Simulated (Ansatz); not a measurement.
What internal relaxation does to the elastic constants of TiAl2

The calculation used DFT PBEsol, scalar-relativistic, plane waves, PAW (Ansatz 0.2.0). Settings: 420 eV plane-wave cutoff, Γ-centred 12×12×12 mesh, Fermi-Dirac smearing of 0.15 eV. No spin polarisation.

Equilibrium structure at this level:
```xyz
12
Lattice="-1.9676 1.9676 12.0714 1.9676 -1.9676 12.0714 1.9676 1.9676 -12.0714" Properties=species:S:1:pos:R:3 pbc="T T T"
Ti    0.0000    1.9676    4.1526
Ti    0.0000    0.0000   22.2598
Ti    0.0000    1.9676    7.9188
Ti    0.0000    0.0000    1.8831
Al    0.0000    0.0000    9.9832
Al    0.0000    0.0000    6.0392
Al    0.0000    0.0000   18.1036
Al    1.9676    0.0000    8.1240
Al    1.9676    0.0000    3.9474
Al    1.9676    0.0000   12.0679
Al    1.9676    0.0000    0.0035
Al    0.0000    0.0000   14.1597
```

In a metal, frequencies and elastic constants depend on the k mesh and the smearing, soft modes and shear constants most.

Clamped-ion constants (GPa, Voigt order; atoms follow the strain homogeneously):
```
205.2  73.5  64.4   0.0   0.0   0.0
 73.5 205.2  64.4   0.0   0.0   0.0
 64.4  64.4 218.6   0.0   0.0   0.0
  0.0   0.0   0.0  95.9   0.0   0.0
  0.0   0.0   0.0   0.0  95.9   0.0
  0.0   0.0   0.0   0.0   0.0 103.3
```

Task: What are the constants once the atoms relax in each strained cell?

Result:
C11 = 203.4, C12 = 74.4, C13 = 63.6, C22 = 203.4, C23 = 63.6, C33 = 214.8, C44 = 92.0, C55 = 92.0, C66 = 103.3 GPa; the others vanish.
The Voigt shear modulus goes from 87.5 to 85.5 GPa and the Voigt bulk modulus from 114.9 to 113.9 GPa. Relaxation subtracts ΛᵀK⁻¹Λ/V, with Λ the forces that a strain puts on the atoms and K the zone-centre force constants. At a stable cell this can only lower the diagonal constants, and it acts only for strains that share their symmetry with an optical mode; elsewhere, and where the coupling is weak, the constants hardly move.

Cost: 2 runs of about 4.3 core-hours in all, on Intel Xeon Processor @ 2.50GHz (Skylake/Cascade Lake), Arm Neoverse V1 (shared hosts).